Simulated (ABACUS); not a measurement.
# NaCl under changes of volume

One of the cells (21.478 Å³/atom); the others are scaled copies at fixed shape and fractional positions:

```xyz
2
Lattice="3.5022 0.0000 0.0000 0.0000 3.5022 0.0000 0.0000 0.0000 3.5022" Properties=species:S:1:pos:R:3 pbc="T T T"
Cl    1.7511    1.7511    1.7511
Na    0.0000    0.0000    0.0000
```

Measurements of this composition are mostly on another form, of space group No. 225.

| Property | Result |
| --- | --- |
| Program | ABACUS 3.10.1 |
| Functional | PBE |
| Potentials or basis | PseudoDojo NC SR 0.4.1 PBE standard |
| Cutoff | 1211 eV |
| Density cutoff | 4844 eV |
| Basis | plane waves |
| k mesh | 8 × 8 × 8 |
| Occupations | fermi-dirac, width 0.05 eV |
| Spin | no spin polarisation |

```tsv
volume (Å³/atom)	energy over the lowest point (meV/atom)	pressure (GPa)	gap on the mesh (eV)
20.189	8.16	2.0	4.20
20.619	3.74	1.3	4.12
21.048	?	?	?
21.478	0.00	0.1	3.98
21.907	0.40	-0.4	3.92
22.337	1.99	-0.8	3.85
22.766	4.71	-1.2	3.80
```

Problem. What does the run at 21.048 Å³/atom give?

Solution. Energy over the lowest point 1.08 meV/atom; pressure 0.7 GPa; gap on the mesh 4.05 eV.

Worked out: A Birch-Murnaghan fit of order 3 (a polynomial in V^(-2/3)) to the other rows has its minimum at 21.58 Å³/atom with B0 = V·E''(V) = 26 GPa and B' = 4.9. It gives 1.08 meV/atom at 21.048 Å³/atom, against the run's 1.08, and -dE/dV = 0.7 GPa, against 0.7. A straight line through the other rows of the gap, of slope -3.35 eV per unit of ln V, gives 4.05 eV, against the run's 4.05.

Energies are extrapolated to zero smearing.

A mesh can miss the band edges.
